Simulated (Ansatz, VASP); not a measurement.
## One calculation of PtSe2 (Sudovikovite), two programs

```
Pt Se
1.0
     3.77573    0.00000    0.00000
    -1.88786    3.26988    0.00000
     0.00000    0.00000    5.29364
Pt Se
1 2
Direct
  0.00000 0.00000 0.00000
  0.33333 0.66667 0.24445
  0.66667 0.33333 0.75555
```

Alike in both runs: functional PBE; dispersion D3(BJ); k mesh 15 × 15 × 10; occupations gaussian, width 0.1 eV; no spin polarisation.

Ansatz relaxed the structure, and its values are those at the end. VASP's run is a single point on that final structure, the one shown.

```csv
,VASP,Ansatz
version,VASP 6.6.1,Ansatz 0.2.0
potentials or method,"VASP PAW PBE potentials, release 64 (Pt, Se)","scalar-relativistic, plane waves, PAW"
plane-wave cutoff (eV),520,420
valence electrons in the cell,22,50
```

|  | VASP | Ansatz | Ansatz less VASP |
| --- | --- | --- | --- |
| gap on the k mesh at the Fermi level (eV) | none | none | - |
| pressure (GPa) | -2.7 | -2.7 | +0.04 |

A gap of «none» marks a metal or a gap that the smearing closes. The two sets of potentials don't hold the same shells in valence.

Caveats: pairwise dispersion overbinds metals, which lowers pressure and volume. Spin-orbit coupling is left out, which matters for the levels of Pt.
